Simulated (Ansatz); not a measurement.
## Guessed and relaxed cells of CdSe

The guess for CdSe was made by a generator: random cell by space group and Wyckoff sites (Pm-3m, No. 221). The dimensions are guesses.

start.cif

```cif
data_structure
_symmetry_space_group_name_H-M 'Pm-3m'
_symmetry_Int_Tables_number 221
_cell_length_a 4.0037
_cell_length_b 4.0037
_cell_length_c 4.0037
_cell_angle_alpha 90.000
_cell_angle_beta 90.000
_cell_angle_gamma 90.000
_cell_volume 64.18
loop_
_atom_site_label
_atom_site_type_symbol
_atom_site_symmetry_multiplicity
_atom_site_Wyckoff_symbol
_atom_site_fract_x
_atom_site_fract_y
_atom_site_fract_z
_atom_site_occupancy
Cd1 Cd 1 b 0.50000 0.50000 0.50000 1
Se1 Se 1 a 0.00000 0.00000 0.00000 1
```

Method: Ansatz 0.2.0, DFT PBE, scalar-relativistic, plane waves, PAW. Cutoff 420 eV, Gaussian smearing, Γ-centred meshes. Cell and atoms relax first on a coarse mesh and then on a finer one. In between, the cell is made exact in the group found at 0.06 Å. In metals the finer mesh still leaves noise of several meV/atom or more. The steps can't lower the symmetry of their start. No spin polarisation.

end.cif

```cif
data_structure
_symmetry_space_group_name_H-M 'Pm-3m'
_symmetry_Int_Tables_number 221
_cell_length_a 3.5569
_cell_length_b 3.5569
_cell_length_c 3.5569
_cell_angle_alpha 90.000
_cell_angle_beta 90.000
_cell_angle_gamma 90.000
_cell_volume 45.00
loop_
_atom_site_label
_atom_site_type_symbol
_atom_site_symmetry_multiplicity
_atom_site_Wyckoff_symbol
_atom_site_fract_x
_atom_site_fract_y
_atom_site_fract_z
_atom_site_occupancy
Cd1 Cd 1 b 0.50000 0.50000 0.50000 1
Se1 Se 1 a 0.00000 0.00000 0.00000 1
```

The symmetry stays Pm-3m (No. 221). The end has the caesium chloride type. The volume per atom shrinks by 29.9 %, from 32.1 to 22.5 Å³. The shortest distance goes from 3.47 Å (Cd–Se) to 3.08 Å (Cd–Se). The energy falls by about 0.35 eV/atom (the start's value is from the coarse mesh).

```
Volume per atom                             : 22.50 Å³
Density                                     : 7.06 g/cm³
Formation energy                            : −0.03 eV/atom
Gap on the 16×16×16 mesh of the 2-atom cell : 0 eV (a metal)
```

The zero of energy is the elements' standard structures at the same level; no fitted shifts are applied. The formation energy is too near zero to say whether this cell lies below the elements.

The last run used Gaussian smearing of 0.10 eV. The k mesh leaves some 4 meV/atom of noise in the energy of each metallic cell. The cell is a metal run without spin; a magnetic state may lie lower. The reference form of Se is held partly by dispersion forces, which this level lacks. A structure relaxed within its symmetry needn't be a true minimum. In all, the 4 runs took 21 s on 1 thread of Intel(R) Xeon(R) 6975P-C (Granite Rapids) (shared host).
